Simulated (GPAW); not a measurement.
# Al in GPAW: convergence with density grid spacing (A)

Al:

```
Al
1.0
     4.49160    0.00000    0.00000
    -2.24580    3.88984    0.00000
     0.00000    0.00000    2.72260
Al
2
Direct
  0.33333 0.66667 0.00000
  0.66666 0.33334 0.00000
```

The cell was built by a generator and needn't be a form met in nature.

| Property | Result |
| --- | --- |
| Program | GPAW 26.7.0 |
| Task | convergence study |
| Functional | RPBE |
| Potentials or basis | the program's PAW data sets (release 1.2.1) made for this functional |
| Cutoff | 600 eV |
| Basis | pw |
| Grid spacing | 0.24 Å |
| k mesh | 5 × 5 × 7 |
| Occupations | fermi-dirac, width 0.05 eV |
| Spin | no spin polarisation |

These are the settings of the first run; the series varies density grid spacing (A), with any setting tied to it.

Hardware: 1 thread of Arm Neoverse V2, on a shared host.

| density grid spacing (A) | energy less the tightest run, at zero smearing (meV/atom) | SCF cycles | CPU time (s) | peak memory (GiB) |
| --- | --- | --- | --- | --- |
| 0.24 | 0.08 | 10 | 5.4 | 0.14 |
| 0.2 | -0.01 | 10 | 7.2 | 0.14 |
| 0.17 | 0.00 | 10 | 10 | 0.15 |
| 0.15 | 0.00 | 10 | 12 | 0.15 |
| 0.13 | 0.00 | 10 | 17 | 0.16 |
| 0.11 | 0.00 | 10 | 25 | 0.19 |
| 0.09 | 0.00 | 10 | 40 | 0.24 |

Against the tightest run, the energy stays within 1 meV/atom from 0.24 on. The tightest run that finished is the yardstick and may itself not be fully converged.
